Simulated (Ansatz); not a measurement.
Two isomers of C4H9N: A = `C1CCNC1`, B = `CC1CCN1`.

Gas-phase electronic energies from Ansatz, PBE0-D4/def2-TZVP geometries. CCSD(T)/CBS adds triple-zeta CCSD(T) − MP2 to the extrapolated MP2 energy (def2 sets, frozen cores). DFT in def2-TZVPP. B3LYP here is the variant with VWN-RPA as its local correlation; programs differ in this.

A:

```xyz
14

C    -0.082    1.123   -0.349
C     0.567   -0.100   -1.028
C     0.187   -1.281   -0.116
N    -0.107   -0.725    1.197
C    -0.768    0.539    0.900
H     0.678    1.854   -0.063
H    -0.790    1.636   -1.002
H     1.652    0.014   -1.075
H     0.216   -0.245   -2.052
H    -0.720   -1.769   -0.492
H     0.962   -2.047   -0.049
H     0.765   -0.536    1.678
H    -1.822    0.331    0.686
H    -0.739    1.205    1.764
```

B:

Z-matrix (Å, degrees):
```
C
C 1 1.514
H 1 1.094 2 111.1
H 1 1.094 2 110.8 3 120.3
H 1 1.094 2 110.9 3 -120.1
C 2 1.542 1 114.5 3 46.5
N 2 1.477 1 115.1 3 -54.2
H 2 1.096 1 109.6 3 177.8
C 6 1.537 2 86.4 1 -101.3
H 6 1.090 2 116.5 1 17.5
H 6 1.090 2 113.0 1 145.4
H 7 1.013 2 115.0 1 -19.2
H 9 1.097 6 112.6 2 100.5
H 9 1.093 6 117.1 2 -132.9
```

(1) Which is lower in electronic energy at CCSD(T)/CBS, and by how much? (Estimate.)

(2) Give E(B) − E(A) in kJ/mol with MP2/def2-TZVPP, CCSD(T)/def2-TZVPP, r2SCAN-D4, CCSD/def2-TZVPP, PBE-D4, PBE0-D4, B3LYP. (Best estimate.)

Largest T1 diagnostic: 0.009.

## Answers

(1) Ansatz gave: A, by 71.4 kJ/mol.

(2) Ansatz gave: MP2/def2-TZVPP 71.9, CCSD(T)/def2-TZVPP 70.4, r2SCAN-D4 71.6, CCSD/def2-TZVPP 70.4, PBE-D4 67.8, PBE0-D4 71.0, B3LYP 68.2. None reverses the order clearly.

From PBE to PBE0 (25 % exact exchange), in def2-TZVPP and without D4, E(B) − E(A) moves by +3.3 kJ/mol.
